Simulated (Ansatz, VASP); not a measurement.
# AlN: VASP beside Ansatz

The input INCAR:

```
SYSTEM = AlN
PREC = Accurate ; ENCUT = 520
EDIFF = 1E-6 ; ISMEAR = -1
SIGMA = 0.05 ; LREAL = .FALSE.
LASPH = .TRUE. ; NELM = 100
ALGO = Normal ; ISIF = 2
LWAVE = .FALSE. ; LCHARG = .FALSE.
GGA = PE ; NBANDS = 11
```

Contents of KPOINTS:

```
Automatic mesh
0
G
  17 17 17
  0 0 0
```

Contents of POSCAR:

```
AlN
1.0
    0.0000000000      1.9503735515      1.9503735515
    1.9503735515      0.0000000000      1.9503735515
    1.9503735515      1.9503735515      0.0000000000
Al N
1 1
Direct
    0.0000000000      0.0000000000      0.0000000000
    0.5000000000      0.5000000000      0.5000000000
```

Input for Ansatz:

```yaml
crystal:
  lattice:
    - [0.0, 1.9503735515, 1.9503735515]
    - [1.9503735515, 0.0, 1.9503735515]
    - [1.9503735515, 1.9503735515, 0.0]
  atoms:
    - { symbol: Al, position: [0.0, 0.0, 0.0] }
    - { symbol: "N", position: [0.5, 0.5, 0.5] }
kpoints:
  mp_grid: { grid: [17, 17, 17] }
scf:
  occupations: { method: fermi_dirac, width: 0.05 }
hamiltonian:
  xc: pbe
  pseudopotentials: { kind: paw }
output:
  forces: true
  stress: true
  eigenvalues: true
  populations: true
  write_density: true
  write_potential: true
  elf: true
  volumetric_format: npy
```

Change from the starting cell: volume scaled by 0.88, PAW files.

Alike in both runs: task single point; functional PBE; k mesh 17 × 17 × 17; occupations fermi-dirac, width 0.05 eV; no spin polarisation.

|  | VASP | Ansatz |
| --- | --- | --- |
| version | VASP 6.6.1 | Ansatz 0.2.0 |
| potentials or method | VASP PAW PBE potentials, release 64 (Al, N) | PAW with Ansatz's default frozen-core files, scalar-relativistic |
| plane-wave cutoff (eV) | 520 | 420 |
| valence electrons in the cell | 8 | 8 |

|  | VASP | Ansatz | Ansatz less VASP |
| --- | --- | --- | --- |
| gap on the k mesh at the Fermi level (eV) | 5.13 | 5.12 | -0.012 |
| pressure (GPa) | 41.1 | 41.4 | +0.34 |

Caveats: so large a pressure means that the cell lies far from this level's equilibrium, or that cutoff or potentials fall short (VASP); an odd mesh through Γ misses points on the zone boundary, where band edges often lie.
